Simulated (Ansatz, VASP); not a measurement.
# Two plane-wave programs on Al

```
CELL_PARAMETERS angstrom
0.00000 1.99663 1.99663
1.99663 0.00000 1.99663
1.99663 1.99663 0.00000
ATOMIC_POSITIONS crystal
Al 0.00000 0.00000 0.00000
```

Change from the starting cell: volume scaled by 0.96, PAW files.

Alike in both runs: task electric field gradients; functional PBE; k mesh 14 × 14 × 14; occupations fermi-dirac, width 0.05 eV; no spin polarisation.

|  | VASP | Ansatz |
| --- | --- | --- |
| version | VASP 6.6.1 | Ansatz 0.2.0 |
| potentials or method | VASP PAW PBE potentials, release 64 (Al) | PAW with Ansatz's default frozen-core files, scalar-relativistic |
| plane-wave cutoff (eV) | 520 | 420 |
| valence electrons in the cell | 3 | 3 |

```tsv
	VASP	Ansatz	Ansatz less VASP
pressure (GPa)	2.7	2.8	+0.04
Vzz of the field gradient on the site that differs most (V/Å²)	0.0	0.0	0.00
```

The functional is the same, so the differences come from potentials, cutoffs and numerics.
